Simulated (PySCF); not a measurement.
# Reproducing measurements on C5H5N

**Measured values to compare with.**

NIST CCCBDB Release 22 (SRD 101), experimental dipoles lists, for the gas: dipole moment (microwave Stark effect) 2.19 D.

How close the calculation comes is told at the end.

Species: C5H5N.
Numbering: `[cH:1]1[cH:2][cH:3][n:4][cH:5][cH:6]1` (hydrogens: H7 on C1; H8 on C2; H9 on C3; H10 on C5; H11 on C6)

Structure used (PBE0-D3(BJ)/def2-SVP), in Å, numbered top down from 1:
```
atom  x, y, z in Å
C1    -0.565    0.621    0.074
C2     0.589   -0.159    0.086
C3     0.450   -1.547    0.105
N4    -0.728   -2.167    0.114
C5    -1.825   -1.415    0.103
C6    -1.802   -0.020    0.083
H7    -0.501    1.712    0.059
H8     1.581    0.296    0.080
H9     1.339   -2.189    0.115
H10   -2.783   -1.949    0.109
H11   -2.735    0.548    0.074
```

The PySCF runs (gas phase, on this PBE0-D3(BJ)/def2-SVP geometry; no spin–orbit coupling):

```
                             level                                                           job  basis functions  wall time
PBE0-D3(BJ)/def2-SVP, grid level 1  geometry optimisation from a GFN2-xTB start shaken at random              109       52 s
```

Hardware: Arm Neoverse N1, one thread, shared host.

**Comparison with experiment**

**Dipole moment.** Measured: 2.19 D (NIST CCCBDB Release 22 (SRD 101), experimental dipoles).

| level | computed (D) | computed − measured (D) | % (from the printed values) |
| --- | --- | --- | --- |
| PBE0-D3(BJ)/def2-SVP | 2.17 | -0.02 | -1 |

The computed dipoles belong to one fixed geometry; measured ones are averaged over vibrations unless marked μe. Magnitudes are compared, not signs.

The geometry is computed, not the measured one. Where a level misses, the cause wasn't examined.
